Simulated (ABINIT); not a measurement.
Here is an ABINIT 10.8.3 (patched build) calculation.

The input run.abi:

```
# Pseudopotentials
pp_dirpath "./"
pseudos "Te.GGA_PBE-JTH.xml, Cd.GGA_PBE-JTH.xml"

# Structure
acell 3*1.0 Angstrom
rprim
     0.0000000000     3.2050000000     3.2050000000
     3.2050000000     0.0000000000     3.2050000000
     3.2050000000     3.2050000000     0.0000000000
ntypat 2
znucl 52 48
natom 2
typat 1 2
xred
     0.7500000000     0.7500000000     0.7500000000
     0.0000000000     0.0000000000     0.0000000000
chkprim 0
chksymtnons 0
tolsym 1.0e-6

# Plane-wave basis
ecut 22.0
pawecutdg 44.0
pawxcdev 0

# k points
kptopt 1
ngkpt 7 7 7
nshiftk 1
shiftk 0.0 0.0 0.0

# Exchange and correlation
ixc 11

# Bands and occupations
nband 13
occopt 3
tsmear 0.00183747

# SCF cycle
nstep 100
tolvrs 1.0e-9

# Output
iomode 3
prtwf 0
prtden 0
prteig 0
prtebands 0

# Relaxation
ionmov 2
ntime 60
tolmxf 0.0005
optcell 2
dilatmx 1.08
ecutsm 0.5
strtarget 3*-1.019679e-03 3*0.0
```

Potentials or basis: JTH PAW PBE v2.0.

Launch:

```bash
$ abinit run.abi > log 2>&1
```

**Question.** Predict the band gap on the k mesh.

**Answer.** 1.66 eV, direct.

**Question.** What does it give for the space group after relaxing (to 0.05 Å)?

**Answer.** F-43m (No. 216).

**Question.** Estimate the relaxed cell.

**Answer.** a = 4.156 Å, b = 4.156 Å, c = 4.156 Å, α = 60.00°, β = 60.00°, γ = 60.00°.

The path:
| step | energy change (eV) | largest force (eV/Å) | pressure (GPa) | volume (Å³) |
| --- | --- | --- | --- | --- |
| 1 | 0.0000 | 0.0000 | 4.36 | 65.84 |
| 2 | 0.2133 | 0.0000 | 9.58 | 60.81 |
| 3 | 1.9088 | 0.0000 | 38.85 | 48.19 |
| 4 | 1.2740 | 0.0000 | 28.51 | 51.23 |
| 5 | 1.3599 | 0.0000 | 29.92 | 50.76 |

Caveat: the volume moved by over 15 % at a fixed basis, so the end points are rough; spin-orbit coupling is left out, which moves the levels of the heavy elements; an odd mesh through Γ misses points on the zone boundary, where band edges often lie; the atomic spheres overlap.
